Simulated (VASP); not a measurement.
## A VASP 6.6.1 single-point calculation on Ge

INCAR

```
LWAVE = .FALSE.
NSW = 0
ENCUT = 520
IBRION = -1
NELM = 58
LCHARG = .FALSE.
EDIFF = 1E-7
ISIF = 2
GGA = PE
LREAL = .FALSE.
SIGMA = 0.02
NBANDS = 21
PREC = Medium
LASPH = .TRUE.
ISMEAR = -1
```

KPOINTS

```
KPOINTS created by Atomic Simulation Environment
0
Gamma
8 8 8
0 0 0
```

POSCAR

```
Ge
 1.0000000000000000
     0.0000000000000000    2.9219797175000002    2.9219797175000002
     2.9219797175000002    0.0000000000000000    2.9219797175000002
     2.9219797175000002    2.9219797175000002    0.0000000000000000
 Ge
   2
Cartesian
  0.0000000000000000  0.0000000000000000  0.0000000000000000
  1.4609898587500001  1.4609898587500001  1.4609898587500001
```

The recommended PBE PAW datasets give the neutral cell 28 valence electrons.

Command

```
mpirun -np 1 vasp_std
```

OSZICAR

```
N       E                     dE             d eps       ncg     rms          rms(c)
DAV:   1     0.190919012745E+03    0.19092E+03   -0.14469E+04  1328   0.345E+03
DAV:   2     0.193308480408E+02   -0.17159E+03   -0.16683E+03  1218   0.632E+02
DAV:   3    -0.811152508534E+01   -0.27442E+02   -0.27304E+02  1398   0.144E+02
DAV:   4    -0.905620327436E+01   -0.94468E+00   -0.94423E+00  1378   0.313E+01
DAV:   5    -0.907238620729E+01   -0.16183E-01   -0.16183E-01  1386   0.457E+00    0.280E+00
DAV:   6    -0.903291460407E+01    0.39472E-01   -0.18013E-02  1581   0.151E+00    0.166E+00
DAV:   7    -0.901117735312E+01    0.21737E-01   -0.36779E-02  1333   0.191E+00    0.142E-01
DAV:   8    -0.901275406661E+01   -0.15767E-02   -0.53909E-03  1348   0.977E-01    0.392E-02
DAV:   9    -0.901291813919E+01   -0.16407E-03   -0.25595E-04  1371   0.233E-01    0.153E-02
DAV:  10    -0.901295903489E+01   -0.40896E-04   -0.62338E-05  1530   0.671E-02    0.531E-03
DAV:  11    -0.901296165977E+01   -0.26249E-05   -0.89587E-06  1510   0.492E-02    0.179E-03
DAV:  12    -0.901296154293E+01    0.11684E-06   -0.81923E-07  1568   0.176E-02    0.437E-04
DAV:  13    -0.901296149965E+01    0.43281E-07   -0.41999E-08   981   0.241E-03
   1 F= -.90129615E+01 E0= -.90128422E+01  d E =-.238561E-03
```

From OUTCAR

```
k-points           NKPTS =     29   k-points in BZ     NKDIM =     29   number of bands    NBANDS=     21

   NELECT =      28.0000    total number of electrons

   dimension x,y,z NGX =    24 NGY =   24 NGZ =   24
   dimension x,y,z NGXF=    32 NGYF=   32 NGZF=   32

  energy-cutoff  :      520.00
  volume of cell :       49.90
      direct lattice vectors                 reciprocal lattice vectors
     0.000000000  2.921979718  2.921979718    -0.171116862  0.171116862  0.171116862
     2.921979718  0.000000000  2.921979718     0.171116862 -0.171116862  0.171116862
     2.921979718  2.921979718  0.000000000     0.171116862  0.171116862 -0.171116862

 k-points in reciprocal lattice and weights: KPOINTS created by Atomic Simulation Env
   0.00000000  0.00000000  0.00000000       0.002
   0.12500000  0.00000000  0.00000000       0.016
   0.25000000  0.00000000  0.00000000       0.016
   0.37500000  0.00000000  0.00000000       0.016
   0.50000000  0.00000000  0.00000000       0.008
   0.12500000  0.12500000  0.00000000       0.012
   0.25000000  0.12500000  0.00000000       0.047
   0.37500000  0.12500000  0.00000000       0.047
   ...

 E-fermi :   4.0015

 k-point     1 :       0.0000    0.0000    0.0000
  band No.  band energies     occupation
      1     -20.6069      2.00000
      2     -20.6068      2.00000
      3     -20.6068      2.00000
      4     -20.5775      2.00000
      5     -20.5775      2.00000
      6     -20.4142      2.00000
      7     -20.4141      2.00000
      8     -20.4141      2.00000
      9     -20.4077      2.00000
     10     -20.4077      2.00000
     11      -7.9746      2.00000
     12       3.2741      2.00000
     13       4.0951      0.01841
     14       4.0951      0.01841
     15       4.0956      0.01794
     16       6.6004      0.00000
     17       6.6004      0.00000
     18       6.6008      0.00000
     19      10.2884      0.00000
     20      13.3204      0.00000
     21      13.3204      0.00000

 k-point     2 :       0.1250    0.0000    0.0000
  band No.  band energies     occupation
      1     -20.6129      2.00000
      2     -20.6128      2.00000
      3     -20.6048      2.00000
      4     -20.5690      2.00000
      5     -20.5690      2.00000
      6     -20.4249      2.00000
      7     -20.4249      2.00000
      8     -20.4163      2.00000
      9     -20.3983      2.00000
     10     -20.3983      2.00000
     11      -7.8016      2.00000
     12       1.5566      2.00000
     13       3.8014      1.99991
     14       3.8018      1.99991
     15       4.7337      0.00000
     16       7.0002      0.00000
     17       7.0004      0.00000
     18       7.3140      0.00000
     19      11.1468      0.00000
     20      12.5220      0.00000
     21      12.5220      0.00000

 ...

  Total       -0.7030423     -0.7030423     -0.7030423      0.0000000     -0.0000000     -0.0000000
  in kB      -22.5751394    -22.5751394    -22.5751394      0.0000000     -0.0000000     -0.0000000
  external PRESSURE =     -22.5751394 kB  Pullay stress =       0.0000000 kB

 POSITION                                       TOTAL-FORCE (eV/Angst)
 -----------------------------------------------------------------------------------
      0.00000      0.00000      0.00000        -0.000000     -0.000000     -0.000000
      1.46099      1.46099      1.46099         0.000000      0.000000      0.000000
 -----------------------------------------------------------------------------------
    total drift:                                0.000000      0.000000      0.000000

  FREE ENERGIE OF THE ION-ELECTRON SYSTEM (eV)
  ---------------------------------------------------
  free  energy   TOTEN  =        -9.0129614997 eV

  energy  without entropy=       -9.0127229384  energy(sigma->0) =       -9.01284222
```

It converged. Results: gap between bands v and c on the k mesh -0.09 eV (bands overlap: a metal); least direct gap on the k mesh 0.00 eV; pressure -2.3 GPa. Band v is the last that the valence electrons fill when counted band by band, and c is the next.

For comparison, a separate PBE run of the intended cell, on usual settings and not on those above, gives a gap of -0.09 eV on its mesh and a pressure of -2.3 GPa.

The run above took about 9.3 s on one core of a shared host (Intel Xeon Platinum 8488C) and held 0.13 GiB at most.
